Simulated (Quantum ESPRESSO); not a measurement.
TaN:

```
Ta N
1.0
     0.00000    2.21132    2.21132
     2.21132    0.00000    2.21132
     2.21132    2.21132    0.00000
Ta N
1 1
Direct
  0.50000 0.50000 0.50000
  0.00000 0.00000 0.00000
```

The cell comes from a database or a generator and needn't be the stable form of this composition.

Base run:

```yaml
Program: Quantum ESPRESSO 7.5
Functional: PBE
Potentials_or_basis: SG15 PBE 1.2
Cutoff: 1197 eV
Density_cutoff: 4789 eV
k_mesh: 10 × 10 × 10
Occupations: fermi-dirac, width 0.05 eV
Spin: no spin polarisation
```

Its results: band gap on the k mesh none (metal or under the smearing width); pressure -1.5 GPa.

Q: The run is repeated on the same cell with these changes: functional from PBE to AM05. What comes out?

A: Band gap on the k mesh none (metal or under the smearing width); pressure -12.6 GPa.

AM05 binds more tightly than PBE, so the same cell stands under less pressure.

Caveats: spin-orbit coupling is left out, which moves the levels of the heavy elements; the potentials were made for another functional, which shifts forces and pressure (some runs).
